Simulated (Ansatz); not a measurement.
The system is Al2O3.

```xyz
5
Lattice="3.0175 0.0000 0.0000 -1.5087 2.6132 0.0000 0.0000 0.0000 7.5746" Properties=species:S:1:pos:R:3 pbc="T T T"
Al    0.0000    0.0000    5.4693
Al    0.0000    0.0000    2.1054
O     0.0000    0.0000    3.7873
O     1.5087    0.8711    6.0638
O     0.0000    1.7421    1.5108
```

Measurements of this composition are mostly on another form, of space group No. 167.

Base run:

```yaml
Program: Ansatz 0.2.0
Functional: r2SCAN
Potentials_or_basis: Ansatz PAW
Cutoff: 500 eV
Density_cutoff: 2000 eV
k_mesh: 10 × 10 × 4
Occupations: fermi-dirac, width 0.05 eV
Spin: no spin polarisation
```

Its results: band gap on the k mesh 2.96 eV, direct; pressure -5.5 GPa; largest force 0.390 eV/Å.

After a change of settings the same cell gave: band gap on the k mesh 2.49 eV, direct; pressure 1.3 GPa; largest force 0.165 eV/Å. Which change was it?
A. functional from r2SCAN to PBEsol; cutoff from 500 eV to 420 eV; density cutoff from 2000 eV to 1680 eV
B. functional from r2SCAN to BLYP; cutoff from 500 eV to 420 eV; density cutoff from 2000 eV to 1680 eV
C. functional from r2SCAN to LDA; cutoff from 500 eV to 420 eV; density cutoff from 2000 eV to 1680 eV
D. k mesh from 10 × 10 × 4 to 12 × 12 × 4; occupations from fermi-dirac, width 0.05 eV to fixed; potential files from those of the base run to others of the same set

B.

r2SCAN gives the wider gap, since meta-GGAs in the generalised Kohn-Sham scheme recover part of the derivative discontinuity.

Caveats: the PAW data sets come from PBE, with cores solved anew for the run's functional, which leaves a small shift of forces and pressure; the potentials were made for another functional, which shifts forces and pressure (some runs).

Not every run made on this cell is shown here.
